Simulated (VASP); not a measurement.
# C62N (a cell with a defect) in VASP: relaxation of the atoms with PBE

Aim: the relaxation of the atoms of C62N (a cell with a defect) with PBE.

Everything below comes from runs of VASP 6.6.1. Logs are shortened: lines on timing, memory, paths and dates and some standing lists are left out, and cuts for length are marked.

### 1 Starting point

The cell holds a defect, 63 atoms: a = 7.144 Å, b = 7.144 Å, c = 7.144 Å, α = 90.00°, β = 90.00°, γ = 90.00°.

The cell was built by a generator and needn't be a form met in nature.

### 2 Relaxation of the atoms, PBE, collinear spin, ferromagnetic start

The input, INCAR:

```
SYSTEM = C62N
PREC = Accurate
ENCUT = 420
EDIFF = 1E-5
ISMEAR = 0
SIGMA = 0.01
LREAL = Auto
LASPH = .TRUE.
NELM = 100
ALGO = Normal
ISIF = 2
LWAVE = .FALSE.
LCHARG = .FALSE.
ISPIN = 2
MAGMOM = 0 0 0 0 0 0 0 0 0 0 0 0 0 0 0 0 0 0 0 0 0 0 0 0 0 0 0.66 0 0 0 0 0 0 0 0 0 0 0 0 0 0 0 0 0 0.66 0 0 0 0 0 0 0 0 0 0.66 0 0 0 0 0 0 0 0
LORBIT = 11
NUPDOWN = 2
GGA = PE
IBRION = 2
NSW = 40
EDIFFG = -0.01
NELECT = 254
ISYM = 0
NCORE = 1
LUSENCCL = .FALSE.
```

The input, KPOINTS:

```
regular mesh
0
G
  1 1 1
  0 0 0
```

The input, POSCAR:

```
C62N
1.0
    7.1440000000      0.0000000000      0.0000000000
    0.0000000000      7.1440000000      0.0000000000
    0.0000000000      0.0000000000      7.1440000000
N C
1 62
Direct
    0.1250000000      0.1250000000      0.1250000000
    0.0000000000      0.2500000000      0.2500000000
    0.1250000000      0.3750000000      0.3750000000
    0.2500000000      0.0000000000      0.2500000000
    0.3750000000      0.1250000000      0.3750000000
    0.2500000000      0.2500000000      0.0000000000
    0.3750000000      0.3750000000      0.1250000000
    0.0000000000      0.0000000000      0.5000000000
    0.1250000000      0.1250000000      0.6250000000
    0.0000000000      0.2500000000      0.7500000000
    0.1250000000      0.3750000000      0.8750000000
    0.2500000000      0.0000000000      0.7500000000
    0.3750000000      0.1250000000      0.8750000000
    0.2500000000      0.2500000000      0.5000000000
    0.3750000000      0.3750000000      0.6250000000
    0.0000000000      0.5000000000      0.0000000000
    0.1250000000      0.6250000000      0.1250000000
    0.0000000000      0.7500000000      0.2500000000
    0.1250000000      0.8750000000      0.3750000000
    0.2500000000      0.5000000000      0.2500000000
    0.3750000000      0.6250000000      0.3750000000
    0.2500000000      0.7500000000      0.0000000000
    0.3750000000      0.8750000000      0.1250000000
    0.0000000000      0.5000000000      0.5000000000
    0.1250000000      0.6250000000      0.6250000000
    0.0000000000      0.7500000000      0.7500000000
    0.1250000000      0.8750000000      0.8750000000
    0.2500000000      0.5000000000      0.7500000000
    0.3750000000      0.6250000000      0.8750000000
    0.2500000000      0.7500000000      0.5000000000
    0.3750000000      0.8750000000      0.6250000000
    0.5000000000      0.0000000000      0.0000000000
    0.6250000000      0.1250000000      0.1250000000
    0.5000000000      0.2500000000      0.2500000000
    0.6250000000      0.3750000000      0.3750000000
    0.7500000000      0.0000000000      0.2500000000
    0.8750000000      0.1250000000      0.3750000000
    0.7500000000      0.2500000000      0.0000000000
    0.8750000000      0.3750000000      0.1250000000
    0.5000000000      0.0000000000      0.5000000000
    0.6250000000      0.1250000000      0.6250000000
    0.5000000000      0.2500000000      0.7500000000
    0.6250000000      0.3750000000      0.8750000000
    0.7500000000      0.0000000000      0.7500000000
    0.8750000000      0.1250000000      0.8750000000
    0.7500000000      0.2500000000      0.5000000000
    0.8750000000      0.3750000000      0.6250000000
    0.5000000000      0.5000000000      0.0000000000
    0.6250000000      0.6250000000      0.1250000000
    0.5000000000      0.7500000000      0.2500000000
    0.6250000000      0.8750000000      0.3750000000
    0.7500000000      0.5000000000      0.2500000000
    0.8750000000      0.6250000000      0.3750000000
    0.7500000000      0.7500000000      0.0000000000
    0.8750000000      0.8750000000      0.1250000000
    0.5000000000      0.5000000000      0.5000000000
    0.6250000000      0.6250000000      0.6250000000
    0.5000000000      0.7500000000      0.7500000000
    0.6250000000      0.8750000000      0.8750000000
    0.7500000000      0.5000000000      0.7500000000
    0.8750000000      0.6250000000      0.8750000000
    0.7500000000      0.7500000000      0.5000000000
    0.8750000000      0.8750000000      0.6250000000
```

Potentials or basis: VASP PAW PBE potentials, release 64 (N, C).

The run is started by

```sh
cat potpaw_PBE.64/N/POTCAR potpaw_PBE.64/C/POTCAR > POTCAR
mpirun -np 1 vasp_gam > vasp.out
```

OUTCAR:

```text
SYSTEM = C62N
   PREC = Accurate
   ENCUT = 420
   EDIFF = 1E-5
   ISMEAR = 0
   LREAL = Auto
   LASPH = .TRUE.
   NELM = 100
   ISIF = 2
   ISPIN = 2
   LORBIT = 11
   NUPDOWN = 2
   GGA = PE
   IBRION = 2
   NSW = 40
   EDIFFG = -0.01
   NELECT = 254
   ISYM = 0

 ion  position               nearest neighbor table
   1  0.125  0.125  0.125-   2 1.55   4 1.55   6 1.55
   2  0.000  0.250  0.250-   1 1.55   3 1.55  37 1.55  39 1.55
   3  0.125  0.375  0.375-   2 1.55  14 1.55  20 1.55  24 1.55
   4  0.250  0.000  0.250-   1 1.55   5 1.55  19 1.55  23 1.55
   5  0.375  0.125  0.375-   4 1.55  14 1.55  34 1.55  40 1.55
   6  0.250  0.250  0.000-   1 1.55   7 1.55  11 1.55  13 1.55
   7  0.375  0.375  0.125-   6 1.55  20 1.55  34 1.55  48 1.55
[... 42 lines left out ...]
  50  0.500  0.750  0.250-  21 1.55  23 1.55  49 1.55  51 1.55
  51  0.625  0.875  0.375-  36 1.55  40 1.55  50 1.55  62 1.55
  52  0.750  0.500  0.250-  35 1.55  39 1.55  49 1.55  53 1.55
  53  0.875  0.625  0.375-  18 1.55  24 1.55  52 1.55  62 1.55
  54  0.750  0.750  0.000-  49 1.55  55 1.55  59 1.55  61 1.55
  55  0.875  0.875  0.125-  18 1.55  36 1.55  54 1.55
  56  0.500  0.500  0.500-  15 1.55  21 1.55  35 1.55  57 1.55
  57  0.625  0.625  0.625-  56 1.55  58 1.55  60 1.55  62 1.55
  58  0.500  0.750  0.750-  29 1.55  31 1.55  57 1.55  59 1.55
  59  0.625  0.875  0.875-  32 1.55  44 1.55  54 1.55  58 1.55
  60  0.750  0.500  0.750-  43 1.55  47 1.55  57 1.55  61 1.55
  61  0.875  0.625  0.875-  16 1.55  26 1.55  54 1.55  60 1.55
  62  0.750  0.750  0.500-  51 1.55  53 1.55  57 1.55  63 1.55
  63  0.875  0.875  0.625-   8 1.55  26 1.55  44 1.55  62 1.55

IMPORTANT INFORMATION: All symmetrisations will be switched off!
NOSYMM: (Re-)initialisation of all symmetry stuff for point group C_1.

----------------------------------------------------------------------------------------

                                     Primitive cell

  volume of cell :     364.6064

  direct lattice vectors                    reciprocal lattice vectors
     7.144000000  0.000000000  0.000000000     0.139977604  0.000000000  0.000000000
     0.000000000  7.144000000  0.000000000     0.000000000  0.139977604  0.000000000
     0.000000000  0.000000000  7.144000000     0.000000000  0.000000000  0.139977604

  length of vectors
     7.144000000  7.144000000  7.144000000     0.139977604  0.139977604  0.139977604

  position of ions in fractional coordinates (direct lattice)
     0.125000000  0.125000000  0.125000000
     0.000000000  0.250000000  0.250000000
     0.125000000  0.375000000  0.375000000
     0.250000000  0.000000000  0.250000000
     0.375000000  0.125000000  0.375000000
     0.250000000  0.250000000  0.000000000
[... 55 lines left out ...]
     0.750000000  0.750000000  0.500000000
     0.875000000  0.875000000  0.625000000

  ion indices of the primitive-cell ions
   primitive index   ion index
                 1           1
                 2           2
                 3           3
                 4           4
                 5           5
                 6           6
[... 55 lines left out ...]
                62          62
                63          63

----------------------------------------------------------------------------------------

 KPOINTS: regular mesh

Automatic generation of k-mesh.
 Grid dimensions read from file:
 generate k-points for:    1    1    1

 Generating k-lattice:

  Cartesian coordinates                     Fractional coordinates (reciprocal lattice)
     0.139977604  0.000000000  0.000000000     1.000000000  0.000000000  0.000000000
     0.000000000  0.139977604  0.000000000     0.000000000  1.000000000  0.000000000
     0.000000000  0.000000000  0.139977604     0.000000000  0.000000000  1.000000000

  Length of vectors
     0.139977604  0.139977604  0.139977604

  Shift w.r.t. Gamma in fractional coordinates (k-lattice)
     0.000000000  0.000000000  0.000000000
[... 40 lines left out ...]
   EMIN   =  10.00;   EMAX   =-10.00  energy-range for DOS
   EFERMI =   0.00;   METHOD = LEGACY
   ISMEAR =     0;   SIGMA  =   0.01  broadening in eV -4-tet -1-fermi 0-gaus
   EFERMI_NEDOS =   21; number of points for ismear=-14 and -15
   IALGO  =     38    algorithm
   IMIX   =      4    mixing-type and parameters
     AMIX     =   0.40;   BMIX     =  1.00
     AMIX_MAG =   1.60;   BMIX_MAG =  1.00
  volume/ion in A,a.u.               =       5.79        39.06
  Fermi-wavevector in a.u.,A,eV,Ry     =   1.451258  2.742480 28.655907  2.106150
  Thomas-Fermi vector in A             =   2.568776
   LORBIT       =     11    0 simple, 1 ext, 2 COOP (PROOUT), +10 PAW based schemes
   GGA     = PE    functional components
   LHFCALC =     F    Hartree Fock is set to
   AEXX    =    0.0000 exact exchange contribution
   IVDW    =     0    specifies the selected vdW correction
   LEPSILON=     F    determine dielectric tensor
   LRPA    =     F    only Hartree local field effects (RPA)
 conjugate gradient relaxation of ions
 spin polarized calculation
 Gauss-broadening in eV      SIGMA  =   0.01
  energy-cutoff  :      420.00
  volume of cell :      364.61
 maximum number of plane-waves:      3562
 NGX is ok and might be reduce to    48
   NGX = 23   NGY = 23   NGZ = 23

--------------------------------------- Ionic step        1  -------------------------------------------

 number of electron     254.0000200 magnetization       2.0000007

 Free energy of the ion-electron system (eV)
  ---------------------------------------------------
  ext. energy  EPLUGINS =         0.00000000
  ---------------------------------------------------
  free energy    TOTEN  =      -549.25470172 eV

  energy without entropy =     -549.25470172  energy(sigma->0) =     -549.25470172

------------------------ aborting loop because EDIFF is reached ----------------------------------------

  FORCE on cell =-STRESS in cart. coord.  units (eV):
  Direction    XX          YY          ZZ          XY          YZ          ZX
  --------------------------------------------------------------------------------------
  -------------------------------------------------------------------------------------
  Total       11.1239356     11.1239450     11.1239363      2.8255604      2.8255481      2.8255096
  in kB       48.8815210     48.8815621     48.8815239     12.4162614     12.4162072     12.4160378
  external PRESSURE =      48.8815357 kB  Pullay stress =       0.0000000 kB
[... 272 lines left out ...]
  FREE ENERGIE OF THE ION-ELECTRON SYSTEM (eV)
  ---------------------------------------------------
  free  energy   TOTEN  =      -550.0347165598 eV

  energy  without entropy=     -550.0347165598  energy(sigma->0) =     -550.03471656

[... ionic steps 4 to 11 ...]

--------------------------------------- Ionic step       12  -------------------------------------------

 number of electron     254.0000140 magnetization       2.0000003

------------------------ aborting loop because EDIFF is reached ----------------------------------------
[... 189 lines left out ...]
--------------------------------------- Ionic step       14  -------------------------------------------

 number of electron     254.0000140 magnetization       2.0000003

 Free energy of the ion-electron system (eV)
  ---------------------------------------------------
  ext. energy  EPLUGINS =         0.00000000
  ---------------------------------------------------
  free energy    TOTEN  =      -550.24281409 eV

  energy without entropy =     -550.24281409  energy(sigma->0) =     -550.24281409

 E-fermi :  10.6799     XC(G=0): -13.1403

 val. band max:       11.2330106174   @ k =   0.0000   0.0000   0.0000
 cond. band min:      12.4006484786   @ k =   0.0000   0.0000   0.0000
 fundamental gap:      1.1676378612
 Fermi energy:        11.3171319911

 spin component 1

 k-point     1 :       0.0000    0.0000    0.0000
  band No.  band energies     occupation
      1     -12.1359      1.00000
      2     -10.5770      1.00000
      3      -9.8376      1.00000
      4      -9.8376      1.00000
      5      -9.7318      1.00000
      6      -9.7318      1.00000
[... 131 lines left out ...]
    138      14.3603      0.00000
    139      14.3603      0.00000
 Fermi energy:        10.6798635641

 spin component 2

 k-point     1 :       0.0000    0.0000    0.0000
  band No.  band energies     occupation
      1     -12.1125      1.00000
      2     -10.5627      1.00000
      3      -9.8179      1.00000
      4      -9.8179      1.00000
      5      -9.6904      1.00000
      6      -9.6904      1.00000
[... 131 lines left out ...]
    138      14.3954      0.00000
    139      14.3954      0.00000
 [bands above 139 left out]

------------------------ aborting loop because EDIFF is reached ----------------------------------------

  FORCE on cell =-STRESS in cart. coord.  units (eV):
  Direction    XX          YY          ZZ          XY          YZ          ZX
  --------------------------------------------------------------------------------------
  -------------------------------------------------------------------------------------
  Total       14.9995325     14.9995199     14.9995292      3.3735440      3.3735617      3.3735473
  in kB       65.9119206     65.9118655     65.9119065     14.8242465     14.8243243     14.8242609
  external PRESSURE =      65.9118975 kB  Pullay stress =       0.0000000 kB
[... 78 lines left out ...]
  FREE ENERGIE OF THE ION-ELECTRON SYSTEM (eV)
  ---------------------------------------------------
  free  energy   TOTEN  =      -550.2428140853 eV

  energy  without entropy=     -550.2428140853  energy(sigma->0) =     -550.24281409

 reached required accuracy - stopping structural energy minimisation

 total charge

# of ion       s       p       d       tot
------------------------------------------
    1        1.211   2.686   0.000   3.897
    2        0.821   1.726   0.000   2.548
    3        0.831   1.772   0.000   2.603
    4        0.821   1.726   0.000   2.548
    5        0.831   1.772   0.000   2.603
    6        0.821   1.726   0.000   2.548
[... 55 lines left out ...]
   62        0.826   1.759   0.000   2.585
   63        0.826   1.758   0.000   2.584
--------------------------------------------------
tot         52.514 111.728   0.000 164.242

 magnetization (x)

# of ion       s       p       d       tot
------------------------------------------
    1       -0.001   0.007   0.000   0.005
    2       -0.000   0.000   0.000  -0.000
    3        0.000   0.004   0.000   0.004
    4       -0.000   0.000   0.000  -0.000
    5        0.000   0.004   0.000   0.004
    6       -0.000   0.000   0.000  -0.000
[... 55 lines left out ...]
   62       -0.001  -0.002   0.000  -0.002
   63        0.001   0.010   0.000   0.011
--------------------------------------------------
tot          0.132   1.156   0.000   1.287
```

It took 11 min on 1 × NVIDIA H100 80GB with 1 thread of AMD EPYC 7R13 (Zen 3), shared host; peak memory 1.3 GiB.

Results:

- Free energy: -550.2428 eV
- Energy gained by relaxing: 15.7 meV/atom
- Ionic steps: 14
- Largest force after relaxing: 0.009 eV/Å
- Net moment: 2.00 μB per cell
- Site moments: N +0.01; C -0.00, +0.00, +0.01, -0.01, +0.02, +0.33, +0.03 μB
- Valence electrons inside the program's atomic spheres: N 3.90; C 2.55, 2.60, 2.59, 2.58, 2.61

Forces on the atoms (eV/Å):
```
N    0.003  0.003  0.003
C    0.002  0.000  0.000
C    0.004  0.001  0.001
C    0.000  0.002  0.000
C    0.001  0.004  0.001
C    0.000  0.000  0.002
C    0.001  0.001  0.004
C    0.001  0.001  0.000
C   -0.001 -0.001  0.001
C    0.001 -0.005  0.003
C    0.001 -0.001  0.002
C   -0.005  0.001  0.003
C   -0.001  0.001  0.002
C   -0.004 -0.004  0.001
C   -0.003 -0.003  0.004
C    0.001  0.000  0.001
C   -0.001  0.001 -0.001
C    0.001  0.003 -0.005
C    0.001  0.002 -0.001
C   -0.004  0.001 -0.004
C   -0.003  0.004 -0.003
C   -0.005  0.003  0.001
C   -0.001  0.002  0.001
C   -0.001 -0.002 -0.002
C    0.008  0.002  0.002
C   -0.001  0.000  0.000
C   -0.006  0.002  0.002
C   -0.006  0.000  0.005
C   -0.001  0.000 -0.004
C   -0.006  0.005  0.000
C   -0.001 -0.004  0.000
C    0.000  0.001  0.001
C    0.001 -0.001 -0.001
C    0.001 -0.004 -0.004
C    0.004 -0.003 -0.003
C    0.003  0.001 -0.005
C    0.002  0.001 -0.001
C    0.003 -0.005  0.001
C    0.002 -0.001  0.001
C   -0.002 -0.001 -0.002
C    0.002  0.008  0.002
C    0.000 -0.006  0.005
C    0.000 -0.001 -0.004
C    0.000 -0.001  0.000
C    0.002 -0.006  0.002
C    0.005 -0.006  0.000
C   -0.004 -0.001  0.000
C   -0.002 -0.002 -0.001
C    0.002  0.002  0.008
C    0.000  0.005 -0.006
C    0.000 -0.004 -0.001
C    0.005  0.000 -0.006
C   -0.004  0.000 -0.001
C    0.000  0.000 -0.001
C    0.002  0.002 -0.006
C    0.000  0.000  0.000
C    0.002  0.002  0.002
C    0.000  0.004  0.004
C   -0.002 -0.001 -0.001
C    0.004  0.000  0.004
C   -0.001 -0.003 -0.001
C    0.004  0.004  0.000
C   -0.001 -0.001 -0.002
```

The path:
```tsv
step	energy change (eV)	largest force (eV/Å)	pressure (GPa)
1	0.0000	3.2031	4.89
2	-0.3826	2.9015	7.21
3	-0.7800	1.0745	5.88
4	-0.8508	1.0328	6.93
5	-0.9506	0.3294	6.42
6	-0.9664	0.3330	6.66
7	-0.9819	0.1385	6.55
8	-0.9857	0.1342	6.61
9	-0.9870	0.0679	6.59
10	-0.9876	0.0400	6.60
11	-0.9877	0.0369	6.60
12	-0.9880	0.0173	6.60
13	-0.9880	0.0173	6.60
14	-0.9881	0.0085	6.59
```

Final structure:
```xyz
63
Lattice="7.1440 0.0000 0.0000 0.0000 7.1440 0.0000 0.0000 0.0000 7.1440" Properties=species:S:1:pos:R:3 pbc="T T T"
N     0.9831    0.9831    0.9831
C     0.0432    1.7846    1.7846
C     0.8950    2.6900    2.6900
C     1.7846    0.0432    1.7846
C     2.6900    0.8950    2.6900
C     1.7846    1.7846    0.0432
C     2.6900    2.6900    0.8950
C     7.1432    7.1432    3.5718
C     0.8879    0.8879    4.4731
C     7.1323    1.7679    5.3722
C     0.8828    2.6632    6.2679
C     1.7679    7.1323    5.3722
C     2.6632    0.8828    6.2679
C     1.7861    1.7861    3.5820
C     2.6766    2.6766    4.4710
C     7.1432    3.5718    7.1432
C     0.8879    4.4731    0.8879
C     7.1323    5.3722    1.7679
C     0.8828    6.2679    2.6632
C     1.7861    3.5820    1.7861
C     2.6766    4.4710    2.6766
C     1.7679    5.3722    7.1323
C     2.6632    6.2679    0.8828
C     7.1438    3.5713    3.5713
C     0.8855    4.4549    4.4549
C     0.0090    5.3605    5.3605
C     0.9489    6.1743    6.1743
C     1.7831    3.5643    5.3647
C     2.6826    4.4585    6.2539
C     1.7831    5.3647    3.5643
C     2.6826    6.2539    4.4585
C     3.5718    7.1432    7.1432
C     4.4731    0.8879    0.8879
C     3.5820    1.7861    1.7861
C     4.4710    2.6766    2.6766
C     5.3722    7.1323    1.7679
C     6.2679    0.8828    2.6632
C     5.3722    1.7679    7.1323
C     6.2679    2.6632    0.8828
C     3.5713    7.1438    3.5713
C     4.4549    0.8855    4.4549
C     3.5643    1.7831    5.3647
C     4.4585    2.6826    6.2539
C     5.3605    0.0090    5.3605
C     6.1743    0.9489    6.1743
C     5.3647    1.7831    3.5643
C     6.2539    2.6826    4.4585
C     3.5713    3.5713    7.1438
C     4.4549    4.4549    0.8855
C     3.5643    5.3647    1.7831
C     4.4585    6.2539    2.6826
C     5.3647    3.5643    1.7831
C     6.2539    4.4585    2.6826
C     5.3605    5.3605    0.0090
C     6.1743    6.1743    0.9489
C     3.5725    3.5725    3.5725
C     4.4654    4.4654    4.4654
C     3.5726    5.3588    5.3588
C     4.4679    6.2523    6.2523
C     5.3588    3.5726    5.3588
C     6.2523    4.4679    6.2523
C     5.3588    5.3588    3.5726
C     6.2523    6.2523    4.4679
```

Caveat: the cell carries a net charge on a neutralising background, which shifts energy and pressure; the cell is charged against a uniform background, so pressure and absolute levels hang on convention; the cutoff is under 1.25 times the usual one of these potentials, so pressure, stress and relaxed cells hold a basis-set (Pulay) error; the total moment is fixed, so each spin has its own Fermi level.
